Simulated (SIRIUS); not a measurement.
# CaSe (Fm-3m) in SIRIUS: further runs

Aim: see how the results for CaSe move with the level of theory and the settings. Levels: PBEsol, LDA. Tasks: equation of state, band structure.

All numbers are computed with SIRIUS 7.12.0; they aren't measurements. Logs are shortened: lines on timing, memory, paths and dates and some standing lists are left out, and cuts for length are marked. The log counts tension as positive stress, the text compression.

**Experimental background.**

From a printed reference work, monograph, original work of 1988, for a bulk crystal of CaSe at 2 K: band gap 3.85 eV (indirect).

The results are compared with them further down.

## Step 1: The crystal as given

Symmetry: Fm-3m, No. 225, cubic system. The conventional cell has a = 5.912 Å, b = 5.912 Å, c = 5.912 Å, α = 90.00°, β = 90.00°, γ = 90.00°. Around Se (site symmetry m-3m) lie 6 Ca at 2.96 Å. Ca (site symmetry m-3m) has 6 Se at 2.96 Å as nearest neighbours.

## Step 2: Equation of state, PBEsol, 24.28 Å³/atom (volume scaled by 0.94)

The input, sirius.json:

```json
{
  "control": {
    "processing_unit": "cpu",
    "std_evp_solver_name": "lapack",
    "gen_evp_solver_name": "lapack",
    "verbosity": 2,
    "print_forces": false,
    "ortho_rf": true,
    "use_second_variation": true,
    "rmt_max": 3.0,
    "num_bands_to_print": 23,
    "save_wf": true
  },
  "parameters": {
    "electronic_structure_method": "full_potential_lapwlo",
    "xc_functionals": ["XC_GGA_X_PBE_SOL", "XC_GGA_C_PBE_SOL"],
    "core_relativity": "dirac",
    "valence_relativity": "iora",
    "num_fv_states": 23,
    "smearing": "fermi_dirac",
    "smearing_width": 0.0018374661,
    "pw_cutoff": 20,
    "gk_cutoff": 3.5,
    "lmax_apw": 10,
    "lmax_rho": 8,
    "lmax_pot": 8,
    "num_mag_dims": 0,
    "auto_rmt": 0,
    "ngridk": [8, 8, 8],
    "shiftk": [0, 0, 0],
    "num_dft_iter": 80,
    "energy_tol": 1e-07,
    "density_tol": 1e-05,
    "use_symmetry": true
  },
  "settings": {"tol_ne": 1e-10},
  "iterative_solver": {"type": "exact"},
  "mixer": {"type": "anderson", "beta": 0.5, "max_history": 8},
  "unit_cell": {
    "lattice_vectors": [[0.0, 5.4719978067, 5.4719978067], [5.4719978067, 0.0, 5.4719978067], [5.4719978067, 5.4719978067, 0.0]],
    "atom_types": ["Ca", "Se"],
    "atom_files": {"Ca": "Ca.json", "Se": "Se.json"},
    "atoms": {"Ca": [[0.0, 0.0, 0.0]], "Se": [[0.5, 0.5, 0.5]]}
  }
}
```

The input, Ca.json:

```json
{
  "name": "calcium",
  "symbol": "Ca",
  "number": 20,
  "mass": 40.078,
  "rmin": 1e-06,
  "rmt": 2.4,
  "nrmt": 800,
  "rinf": 19.35,
  "core": "1s2s2p",
  "valence": [
    {"basis": [{"enu": -0.05, "dme": 0, "n": 0, "auto": 0}, {"enu": -0.05, "dme": 1, "n": 0, "auto": 0}]},
    {"l": 0, "n": 1, "basis": [{"enu": 0.05, "dme": 0, "n": 0, "auto": 0}]},
    {"l": 1, "n": 2, "basis": [{"enu": 0.05, "dme": 0, "n": 0, "auto": 0}]},
    {"l": 2, "n": 3, "basis": [{"enu": 0.05, "dme": 0, "n": 0, "auto": 0}]},
    {"l": 3, "n": 4, "basis": [{"enu": 0.05, "dme": 0, "n": 0, "auto": 0}]}
  ],
  "lo": [
    {"l": 0, "basis": [{"enu": 0.05, "dme": 0, "n": 0, "auto": 0}, {"enu": 0.05, "dme": 1, "n": 0, "auto": 0}]},
    {
      "l": 0,
      "basis": [{"enu": -1.5275, "dme": 0, "n": 3, "auto": 1}, {"enu": -1.5275, "dme": 1, "n": 3, "auto": 1}]
    },
    {
      "l": 0,
      "basis": [{"enu": -1.5275, "dme": 1, "n": 3, "auto": 1}, {"enu": 0.05, "dme": 0, "n": 0, "auto": 0}]
    },
    {"l": 0, "basis": [{"enu": 0.05, "dme": 0, "n": 0, "auto": 0}, {"enu": 2.8278, "dme": 0, "n": 0, "auto": 0}]},
    {"l": 1, "basis": [{"enu": 0.05, "dme": 0, "n": 0, "auto": 0}, {"enu": 0.05, "dme": 1, "n": 0, "auto": 0}]},
    {
      "l": 1,
      "basis": [{"enu": -0.8368, "dme": 0, "n": 3, "auto": 1}, {"enu": -0.8368, "dme": 1, "n": 3, "auto": 1}]
    },
    {
      "l": 1,
      "basis": [{"enu": -0.8368, "dme": 1, "n": 3, "auto": 1}, {"enu": 0.05, "dme": 0, "n": 0, "auto": 0}]
    },
    {"l": 1, "basis": [{"enu": 0.05, "dme": 0, "n": 0, "auto": 0}, {"enu": 3.2444, "dme": 0, "n": 0, "auto": 0}]},
    {"l": 2, "basis": [{"enu": 0.05, "dme": 0, "n": 0, "auto": 0}, {"enu": 0.05, "dme": 1, "n": 0, "auto": 0}]},
    {"l": 2, "basis": [{"enu": 0.05, "dme": 1, "n": 0, "auto": 0}, {"enu": 0.05, "dme": 2, "n": 0, "auto": 0}]},
    {"l": 2, "basis": [{"enu": 0.05, "dme": 0, "n": 0, "auto": 0}, {"enu": 2.7583, "dme": 0, "n": 0, "auto": 0}]},
    {"l": 3, "basis": [{"enu": 0.05, "dme": 0, "n": 0, "auto": 0}, {"enu": 0.05, "dme": 1, "n": 0, "auto": 0}]}
  ],
  "free_atom": [... radial grid and density of the free atom, the start of the SCF ...]
}
```

The input, Se.json:

```json
{
  "name": "selenium",
  "symbol": "Se",
  "number": 34,
  "mass": 78.96,
  "rmin": 1e-06,
  "rmt": 2.4,
  "nrmt": 800,
  "rinf": 13.6,
  "core": "1s2s2p3s",
  "valence": [
    {"basis": [{"enu": -0.05, "dme": 0, "n": 0, "auto": 0}, {"enu": -0.05, "dme": 1, "n": 0, "auto": 0}]},
    {"l": 0, "n": 1, "basis": [{"enu": -0.0983, "dme": 0, "n": 0, "auto": 0}]},
    {"l": 1, "n": 2, "basis": [{"enu": 0.05, "dme": 0, "n": 0, "auto": 0}]},
    {"l": 2, "n": 3, "basis": [{"enu": 0.05, "dme": 0, "n": 0, "auto": 0}]},
    {"l": 3, "n": 4, "basis": [{"enu": 0.05, "dme": 0, "n": 0, "auto": 0}]}
  ],
  "lo": [
    {
      "l": 0,
      "basis": [{"enu": -0.0983, "dme": 0, "n": 0, "auto": 0}, {"enu": -0.0983, "dme": 1, "n": 0, "auto": 0}]
    },
    {
      "l": 0,
      "basis": [{"enu": -0.0983, "dme": 1, "n": 0, "auto": 0}, {"enu": -0.0983, "dme": 2, "n": 0, "auto": 0}]
    },
    {
      "l": 0,
      "basis": [{"enu": -0.0983, "dme": 0, "n": 0, "auto": 0}, {"enu": 1.985, "dme": 0, "n": 0, "auto": 0}]
    },
    {"l": 1, "basis": [{"enu": 0.05, "dme": 0, "n": 0, "auto": 0}, {"enu": 0.05, "dme": 1, "n": 0, "auto": 0}]},
    {
      "l": 1,
      "basis": [{"enu": -5.3106, "dme": 0, "n": 3, "auto": 1}, {"enu": -5.3106, "dme": 1, "n": 3, "auto": 1}]
    },
    {
      "l": 1,
      "basis": [{"enu": -5.3106, "dme": 1, "n": 3, "auto": 1}, {"enu": 0.05, "dme": 0, "n": 0, "auto": 0}]
    },
    {"l": 1, "basis": [{"enu": 0.05, "dme": 0, "n": 0, "auto": 0}, {"enu": 3.2444, "dme": 0, "n": 0, "auto": 0}]},
    {"l": 2, "basis": [{"enu": 0.05, "dme": 0, "n": 0, "auto": 0}, {"enu": 0.05, "dme": 1, "n": 0, "auto": 0}]},
    {
      "l": 2,
      "basis": [{"enu": -1.6695, "dme": 0, "n": 3, "auto": 1}, {"enu": -1.6695, "dme": 1, "n": 3, "auto": 1}]
    },
    {
      "l": 2,
      "basis": [{"enu": -1.6695, "dme": 1, "n": 3, "auto": 1}, {"enu": 0.05, "dme": 0, "n": 0, "auto": 0}]
    },
    {"l": 2, "basis": [{"enu": 0.05, "dme": 0, "n": 0, "auto": 0}, {"enu": 3.6611, "dme": 0, "n": 0, "auto": 0}]},
    {"l": 3, "basis": [{"enu": 0.05, "dme": 0, "n": 0, "auto": 0}, {"enu": 0.05, "dme": 1, "n": 0, "auto": 0}]},
    {"l": 3, "basis": [{"enu": 0.05, "dme": 0, "n": 0, "auto": 0}, {"enu": 3.0708, "dme": 0, "n": 0, "auto": 0}]}
  ],
  "free_atom": [... radial grid and density of the free atom, the start of the SCF ...]
}
```

The input, sirius_start.json:

```json
{
  "control": {
    "processing_unit": "cpu",
    "std_evp_solver_name": "lapack",
    "gen_evp_solver_name": "lapack",
    "verbosity": 1,
    "print_forces": false,
    "ortho_rf": true,
    "use_second_variation": true,
    "rmt_max": 3.0,
    "num_bands_to_print": 23,
    "save_wf": false
  },
  "parameters": {
    "electronic_structure_method": "full_potential_lapwlo",
    "xc_functionals": ["XC_LDA_X", "XC_LDA_C_PW"],
    "core_relativity": "dirac",
    "valence_relativity": "iora",
    "num_fv_states": 23,
    "smearing": "fermi_dirac",
    "smearing_width": 0.0055123983,
    "pw_cutoff": 20,
    "gk_cutoff": 2.8,
    "lmax_apw": 10,
    "lmax_rho": 8,
    "lmax_pot": 8,
    "num_mag_dims": 0,
    "auto_rmt": 0,
    "ngridk": [3, 3, 3],
    "shiftk": [0, 0, 0],
    "num_dft_iter": 30,
    "energy_tol": 0.01,
    "density_tol": 0.05,
    "use_symmetry": true
  },
  "settings": {"tol_ne": 1e-10},
  "iterative_solver": {"type": "exact"},
  "mixer": {"type": "anderson", "beta": 0.5, "max_history": 8},
  "unit_cell": {
    "lattice_vectors": [[0.0, 5.4719978067, 5.4719978067], [5.4719978067, 0.0, 5.4719978067], [5.4719978067, 5.4719978067, 0.0]],
    "atom_types": ["Ca", "Se"],
    "atom_files": {"Ca": "Ca.json", "Se": "Se.json"},
    "atoms": {"Ca": [[0.0, 0.0, 0.0]], "Se": [[0.5, 0.5, 0.5]]}
  }
}
```

Potentials or basis: all-electron FP-LAPW, apw+lo standard.

The run is started by

```console
OMP_NUM_THREADS=1 sirius.scf --input=sirius_start.json --output=start.json
OMP_NUM_THREADS=1 sirius.scf --input=sirius.json --output=output.json --task=1
```

What it wrote:

```text
[info] SIRIUS version : 7.12.0
[info] number of MPI ranks           : 1
[info] MPI grid                      : 1 1
[info] maximum number of OMP threads : 1
[fft] FFT context for density and potential
[fft] =====================================
[fft]   plane wave cutoff                     : 20
[fft]   grid size                             : 54 54 54   total : 157464
[fft]   grid limits                           : -26 27   -26 27   -26 27
[fft]   number of G-vectors within the cutoff : 44375
[fft]   number of G-shells                    : 1169
[fft] FFT context for coarse grid
[fft] =====================================
[fft]   plane wave cutoff                     : 7
[fft]   grid size                             : 20 20 20   total : 8000
[fft]   grid limits                           : -9 10   -9 10   -9 10
[fft]   number of G-vectors within the cutoff : 1917
[fft]   number of G-shells                    : 75
[unit cell] lattice vectors
[unit cell]   a1 :       0.0000000000      5.4719978067      5.4719978067
[unit cell]   a2 :       5.4719978067      0.0000000000      5.4719978067
[unit cell]   a3 :       5.4719978067      5.4719978067      0.0000000000
[unit cell] reciprocal lattice vectors
[unit cell]   b1 :      -0.5741216946      0.5741216946      0.5741216946
[unit cell]   b2 :       0.5741216946     -0.5741216946      0.5741216946
[unit cell]   b3 :       0.5741216946      0.5741216946     -0.5741216946
[unit cell] unit cell volume :       327.69343406 [a.u.^3]
[unit cell] 1/sqrt(omega)    :         0.05524158
[unit cell] MT volume        :       115.81167158 (35.34%)
[unit cell] IT volume        :       211.88176247 (64.66%)
[unit cell] number of atom types : 2
[unit cell] type id : 0 symbol : Ca mt_radius :   2.400000 num_atoms : 1
[... 359 lines left out ...]
[diagonalize] ik:    3   -5.208013   -5.208013   -5.208013   -1.549150   -1.549150   -1.548910   -1.548900   -1.548900   -1.299580   -0.610057   -0.605228   -0.605228   -0.272957    0.027244    0.100533    0.100533    0.294473    0.336128    0.336128    0.372486    0.405288    0.405288    0.486002
[diagonalize] ik:    4   -5.208013   -5.208013   -5.208013   -1.549153   -1.549153   -1.548915   -1.548901   -1.548901   -1.299527   -0.610907   -0.605284   -0.605284   -0.267923    0.013285    0.095164    0.095164    0.309941    0.352207    0.353130    0.353130    0.437188    0.437188    0.446429
[diagonalize] ...
[diagonalize] ik:   24   -5.208013   -5.208013   -5.208013   -1.549163   -1.549146   -1.548907   -1.548904   -1.548901   -1.299456   -0.608831   -0.606692   -0.606219   -0.273464    0.044518    0.093861    0.097389    0.249367    0.336934    0.361147    0.370320    0.372161    0.400151    0.483878
[diagonalize] ik:   25   -5.208013   -5.208013   -5.208013   -1.549158   -1.549148   -1.548908   -1.548904   -1.548903   -1.299412   -0.608695   -0.607398   -0.606352   -0.270517    0.049800    0.071362    0.091421    0.276994    0.337238    0.354164    0.370522    0.373733    0.425959    0.484636
[diagonalize] ik:   26   -5.208013   -5.208013   -5.208013   -1.549156   -1.549152   -1.548908   -1.548908   -1.548901   -1.299432   -0.608761   -0.607540   -0.606003   -0.269919    0.045654    0.069983    0.091376    0.311463    0.313333    0.349013    0.366140    0.386003    0.442465    0.482961
[diagonalize] ik:   27   -5.208013   -5.208013   -5.208013   -1.549161   -1.549149   -1.548914   -1.548904   -1.548903   -1.299392   -0.608746   -0.606968   -0.606786   -0.272387    0.049958    0.090104    0.091142    0.243152    0.338843    0.359972    0.368134    0.375528    0.387240    0.510077
[diagonalize] ik:   28   -5.208013   -5.208013   -5.208013   -1.549152   -1.549148   -1.548898   -1.548898   -1.548896   -1.299392   -0.607842   -0.607842   -0.606961   -0.270209    0.065440    0.065440    0.077067    0.306998    0.306998    0.343213    0.365506    0.375707    0.480368    0.487237
[generate_core_charge_density] atom class : 0
[generate_core_charge_density]   n,l,k : 1 0 1  energy :        -144.50094864
[generate_core_charge_density]   n,l,k : 2 0 1  energy :         -14.76852587
[generate_core_charge_density]   n,l,k : 2 1 1  energy :         -11.94555848
[generate_core_charge_density]   n,l,k : 2 1 2  energy :         -11.81026549
[generate_core_charge_density] atom class : 1
[generate_core_charge_density]   n,l,k : 1 0 1  energy :        -458.66859588
[generate_core_charge_density]   n,l,k : 2 0 1  energy :         -58.59644729
[generate_core_charge_density]   n,l,k : 2 1 1  energy :         -52.54084010
[generate_core_charge_density]   n,l,k : 2 1 2  energy :         -51.00774173
[generate_core_charge_density]   n,l,k : 3 0 1  energy :          -7.42546357
[find] Total energy                   :   -3108.26931277 (Ha),   -6216.53862553 (Ry)
[... 22 lines left out ...]
[find] valence_eval_sum               :     -52.83614048
[find] core_eval_sum                  :   -1747.97919702
[find] kinetic energy                 :    3170.44831328
[find] enuc                           :   -3751.12571835
[find] <rho|V^{XC}>                   :    -159.58815107
[find] <rho|E^{XC}>                   :    -121.75417860
[find] <mag|B^{XC}>                   :       0.00000000
[find] <rho|V^{H}>                    :   -4811.67549990
[find] smearing (-TS)                 :      -0.00000000
[find] SCF correction                 :       0.00000717
[find] Total energy                   :   -3108.26932645 (Ha),   -6216.53865291 (Ry)
[find] Free energy (E-TS)             :   -3108.26932645 (Ha),   -6216.53865291 (Ry)
[find] band gap (eV)                  :       1.76864412
[find] Efermi                         :       0.18282220
[find] iteration : 7, RMS (target) : 8.1306e-07 (1.0000e-05) , energy difference (target) : -6.1791e-09 (1.0000e-07)
[find] converged after 8 SCF iterations!
[find] Charges and magnetic moments
[find] --------------------------------------------------------------------------------
[find] atom      charge    core leakage
[find] --------------------------------------------------------------------------------
[find]    0   18.201367    1.983777e-08
[find]    1   32.627155    2.759155e-06
[find] total core leakage    : 2.77899284e-06
[find] interstitial charge   : 3.171474
[find] total charge          : 53.999996
[find] Energy
[find] --------------------------------------------------------------------------------
[find] valence_eval_sum               :     -52.83614048
[find] core_eval_sum                  :   -1747.97919702
[find] kinetic energy                 :    3170.44831328
[find] enuc                           :   -3751.12571835
[find] <rho|V^{XC}>                   :    -159.58815107
[find] <rho|E^{XC}>                   :    -121.75417860
[find] <mag|B^{XC}>                   :       0.00000000
[find] <rho|V^{H}>                    :   -4811.67549990
[find] smearing (-TS)                 :      -0.00000000
[find] SCF correction                 :       0.00000717
[find] Total energy                   :   -3108.26932645 (Ha),   -6216.53865291 (Ry)
[find] Free energy (E-TS)             :   -3108.26932645 (Ha),   -6216.53865291 (Ry)
[find] band gap (eV)                  :       1.76864412
[find] Efermi                         :       0.18282220
```

It took 49 s on 1 thread of Arm Neoverse V1, shared host; peak memory 0.45 GiB.

Results:

- Free energy: -84580.3172 eV
- Band gap on the k mesh: 1.77 eV, indirect (least direct gap 2.77 eV)
- All electrons inside the program's atomic spheres: Se 32.63; Ca 18.20 (radii Ca 2.4, Se 2.4 bohr)

## Step 3: Equation of state, PBEsol, 24.80 Å³/atom (volume scaled by 0.96)

sirius.json: that of step 2 with these lines changed.

```diff
@@ -39,3 +39,3 @@
   "unit_cell": {
-    "lattice_vectors": [[0.0, 5.4719978067, 5.4719978067], [5.4719978067, 0.0, 5.4719978067], [5.4719978067, 5.4719978067, 0.0]],
+    "lattice_vectors": [[0.0, 5.5105342721, 5.5105342721], [5.5105342721, 0.0, 5.5105342721], [5.5105342721, 5.5105342721, 0.0]],
     "atom_types": ["Ca", "Se"],
```

Ca.json is that of step 2.

Se.json is that of step 2.

sirius_start.json: that of step 2 with these lines changed.

```diff
@@ -39,3 +39,3 @@
   "unit_cell": {
-    "lattice_vectors": [[0.0, 5.4719978067, 5.4719978067], [5.4719978067, 0.0, 5.4719978067], [5.4719978067, 5.4719978067, 0.0]],
+    "lattice_vectors": [[0.0, 5.5105342721, 5.5105342721], [5.5105342721, 0.0, 5.5105342721], [5.5105342721, 5.5105342721, 0.0]],
     "atom_types": ["Ca", "Se"],
```

Potentials or basis: all-electron FP-LAPW, apw+lo standard.

The run is started by

```console
OMP_NUM_THREADS=1 sirius.scf --input=sirius_start.json --output=start.json
OMP_NUM_THREADS=1 sirius.scf --input=sirius.json --output=output.json --task=1
```

Run time: 51 s. Hardware: 1 thread of Arm Neoverse V1, shared host; peak memory 0.46 GiB.

The run converged. Its results:

| Property | Result |
| --- | --- |
| Free energy | -84580.3278 eV |
| Band gap on the k mesh | 1.83 eV, indirect (least direct gap 2.81 eV) |
| All electrons inside the program's atomic spheres | Se 32.61; Ca 18.19 (radii Ca 2.4, Se 2.4 bohr) |

(Continued in part 2 of 3.)
